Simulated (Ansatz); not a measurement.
# TaSi₂: from a trial structure to a relaxed crystal

Theory: Ansatz 0.2.0, DFT PBE, scalar-relativistic, plane waves, PAW. Cutoff 420 eV, Γ-centred k mesh, Gaussian smearing, no spin polarisation in the final step.

A relaxed cell is given with its space group left out.

```xyz
6
Lattice="-1.6616 1.6616 8.8724 1.6616 -1.6616 8.8724 1.6616 1.6616 -8.8724" Properties=species:S:1:pos:R:3 pbc="T T T"
Ta    0.0000    0.0000    0.0000
Ta    0.0000    1.6616    4.4362
Si    0.0000    0.0000    7.5723
Si    1.6616    0.0000    3.1361
Si    1.6616    0.0000    5.7363
Si    0.0000    0.0000   10.1725
```

The zero of energy is the elements' standard structures at the same level; no fitted shifts are applied.

Q: What space group does it have?

A: I4_1/amd (No. 141). Conventional cell: a = 3.323 Å, c = 17.745 Å. Ta is coordinated by 8 Si at 2.69 Å; Si has 3 Si at 2.48–2.60 Å and 4 Ta at 2.69 Å.

Q: How far does it lie from the elements in energy?

A: 0.20 eV/atom.

Q: Is it a metal?

A: Yes, bands cross the Fermi level on the 16×16×16 mesh.

The final run used a 16×16×16 mesh on its 6-atom cell and 0.10 eV smearing. For metals, differences of a few meV/atom aren't resolved. Spin–orbit coupling is left out. The cell came from a trial start, so TaSi₂ may not exist in this structure.

Cost: 3 runs of about 8.3 core-minutes in all, on Arm Neoverse V2 (shared hosts).